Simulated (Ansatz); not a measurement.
# HBr: a single-point run

The task is a single-point run on HBr. The structure is shown as the input types it.

Computed with Ansatz 0.2.0 (density functional or hybrid calculation with the settings of its input, plane waves (as first typed), unless a step's input says otherwise).

3 further runs of the same task are left out: 1 for a known fault of the program, 2 that didn't finish.

### 1 The system as given

Symmetry: I4/mmm, No. 139, tetragonal system. Conventional cell: a = 5.083 Å, b = 5.083 Å, c = 3.338 Å, α = 90.00°, β = 90.00°, γ = 90.00°. H (site symmetry 4/mmm) has 2 Br at 1.67 Å as nearest neighbours. Br (site symmetry 4/mmm) has 2 H at 1.67 Å as nearest neighbours.

Structure file:

```xyz
2
Lattice="0.0000 3.5941 3.5941 1.6688 0.0000 3.5941 1.6688 3.5941 0.0000" Properties=species:S:1:pos:R:3 pbc="T T T"
H     0.0000    0.0000    0.0000
Br    1.6688    3.5941    3.5941
```

### 2 The calculation

input.yaml reads:

```yaml
crystal:
  lattice:
    - [0.0, 3.5941121527, 3.5940621671]
    - [1.6688407886, 0.0, 3.5940621671]
    - [1.6688407886, 3.5941121527, 0.0]
  atoms:
    - { symbol: H, position: [0.0, 0.0, 0.0] }
    - { symbol: Br, position: [0.5, 0.5, 0.5] }
kpoints:
  mp_grid: { grid: [4, 4, 4] }
hamiltonian:
  xc: hse06
scf:
  occupations: { method: fixed }
  n_extra_bands: 4
  convergence: { dr2_threshold: 1.0 }
  max_iter: 56
output:
  forces: true
  stress: true
  eigenvalues: true
```

On the command line:

```sh
ansatz run input.yaml --threads 4 --pin off --max-ram 3686MiB --backend cpu --events-out ev --progress --plain --runs-dir out
```

**Question.** How will this run end, and is anything wrong with its input?

The run converged and reported no error, with warnings (force scf threshold loose, near symmetry operations not taken, stress exchange threshold loose). Its log warns: «8 symmetry operations that the atoms keep within the bar at which the run's group was sought (crystal.symmetry.tolerance 1.0e-5 ...»

The threshold asked is loose, but the program put off the close and ended at dr2 = 1.6e-9, so little accuracy was lost here.

To check: delete scf.convergence.dr2_threshold (the default then holds).
